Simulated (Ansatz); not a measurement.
AlGa3N4: random displacements

Theory: Ansatz 0.2.0, DFT r2SCAN, scalar-relativistic, plane waves, PAW. Settings: plane waves to 500 eV, k-mesh 6×8×4 (Γ-centred), Gaussian smearing 0.05 eV. No spin polarisation. Energies are free energies at this smearing, counted from the undisturbed cell; pressure is positive in compression.

Zero of the scan (relaxed at this level; it needn't be the usual structure):

```
Al Ga N
1.0
     5.13892    0.00000    0.00002
     0.00000    3.16341    0.00000
    -0.00369    0.00000    5.47699
Al Ga N
1 3 4
Direct
  0.00058 0.50000 0.66730
  0.49917 0.50000 0.33506
  0.49925 0.00000 0.83146
  0.99986 0.00000 0.16619
  0.11941 0.50000 0.34060
  0.11733 0.00000 0.82593
  0.62024 0.00000 0.16619
  0.63175 0.50000 0.66727
```

The atoms are displaced (Å, in the unstrained cell):

```tsv
atom	ux	uy	uz
Al1	0.101	-0.115	0.013
Ga2	-0.092	0.067	0.109
Ga3	0.012	-0.132	-0.270
Ga4	0.003	0.275	0.117
N5	0.074	-0.044	-0.026
N6	0.087	-0.244	-0.118
N7	-0.059	-0.010	0.234
N8	-0.126	0.205	-0.059
```

Strain (Voigt, engineering shear): (0.0093, 0.0070, -0.0108, 0.0110, 0.0020, -0.0147).

(1) What are the energy change, the stress and the forces?

Results:

(1) ΔE = 680.5 meV/atom; stress (xx, yy, zz, yz, xz, xy; compression positive) (10.26, 34.19, 20.88, 21.41, 2.21, 1.35) GPa; gap on the mesh 1.94 eV.
| atom | Fx (eV/Å) | Fy | Fz |
| --- | --- | --- | --- |
| Al1 | -1.90 | -1.68 | -1.08 |
| Ga2 | 1.47 | -1.80 | -4.00 |
| Ga3 | -3.87 | 11.35 | 8.57 |
| Ga4 | -3.48 | -6.73 | -3.62 |
| N5 | -0.53 | 5.01 | 2.92 |
| N6 | -1.09 | 3.94 | 1.95 |
| N7 | 1.89 | 2.26 | -2.92 |
| N8 | 7.51 | -12.36 | -1.81 |

Cost: 1 run of about 0.35 core-minutes, on AMD EPYC 9R45 (Zen 5) (shared hosts).